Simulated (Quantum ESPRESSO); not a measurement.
# NiO in Quantum ESPRESSO: the effect of Hubbard term

NiO:

```
Ni O
1.0
     0.00000    2.08590    2.08590
     2.08590    0.00000    2.08590
     2.08590    2.08590    0.00000
Ni O
1 1
Direct
  0.00000 0.00000 0.00000
  0.50000 0.50000 0.50000
```

Alike in all runs:

| Quantity | Value |
| --- | --- |
| Program | Quantum ESPRESSO 7.5 |
| Task | Hubbard U by linear response |
| Functional | PBE |
| Potentials or basis | GBRV 1.5 PBE |
| Cutoff | 612 eV |
| Density cutoff | 4898 eV |
| k mesh | 6 × 6 × 6 |
| Occupations | fermi-dirac, width 0.05 eV |
| Spin | collinear spin, ferromagnetic start |
| Starting moments | [1.0, 0.0] μB |
| Start of the occupations | default |
| Hubbard projectors | ortho-atomic |
| Mixing beta | 0.3 |
| Most SCF iterations | 120 |
| SCF threshold | 4e-10 Ry |
| q mesh | 2 × 2 × 2 |

**Question.** One run gave: gap on the mesh 1.15 eV; pressure 13.2 GPa; moment 2.00 μB. Which Hubbard term did it use?
A. Ni d U = 6.0 eV
B. Ni d U = 8.0 eV
C. Ni d U = 2.0 eV
D. Ni d U = 4.0 eV
E. Ni d U = 0.0001 eV

**Answer.** D.

```tsv
Hubbard term	gap on the mesh (eV)	pressure (GPa)	moment (μB)
Ni d U = 0.0001 eV	none	-2.1	0.00
Ni d U = 2.0 eV	0.16	11.2	1.99
Ni d U = 4.0 eV	1.15	13.2	2.00
Ni d U = 6.0 eV	2.12	15.4	2.00
Ni d U = 8.0 eV	2.44	17.8	2.00
```

Caveats: all runs use coarse meshes; a cell with one magnetic atom can't hold antiferromagnetic order, which such compounds often take (some runs).

A k mesh can miss the band edges.

A gap of «none» marks a metal or a gap under the smearing width.

Not every run made on this cell is shown here.
